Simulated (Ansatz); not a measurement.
# BaTe: strain energy, fitted

BaTe, Fm-3m, a = 7.067 Å. Ansatz: PBE, PAW, 420 eV, Γ-centred 6×6×4 mesh on 4 atoms, Gaussian smearing 0.02 eV; no spin polarisation. Series: biaxial strain in the a-b plane, c and atoms relaxed; x is the strain in per cent. The axes a, b, c are those of the computed cell (4.997, 4.997, 7.067 Å), along [1 1 0], [-1 1 0], [0 0 1] of the cell named above. y is the free energy over the unstrained cell, V0 = 44.110 Å³/atom.

| x (%) | y (meV/atom) |
| --- | --- |
| -4.5 | 48.94 |
| -3.0 | 20.26 |
| -1.5 | 4.66 |
| 0.0 | 0.00 |
| 1.5 | 4.44 |
| 3.0 | ? |
| 4.5 | 34.52 |

Task: Fit y = c2 x² + c3 x³ to the other rows, turn c2 into a modulus, and predict the missing energy.

Result: Least squares on the rows shown. y = 2.0563 x² − 0.078465 x³. In eV per unit strain² c2 is 20.56; M is the biaxial modulus (E = M V0 ε²): 20.56 × 160.2 / (44.110) = 75 GPa. The unstrained cell keeps some stress along the strain, worth a slope of 0.13 meV/atom per %, which the form leaves out. At x = 3.0 the fit asked for gives 16.39 meV/atom. The run gave 16.40 meV/atom, so the fit is 0.01 meV/atom too low, within the rms miss on the fitted rows (0.21 meV/atom).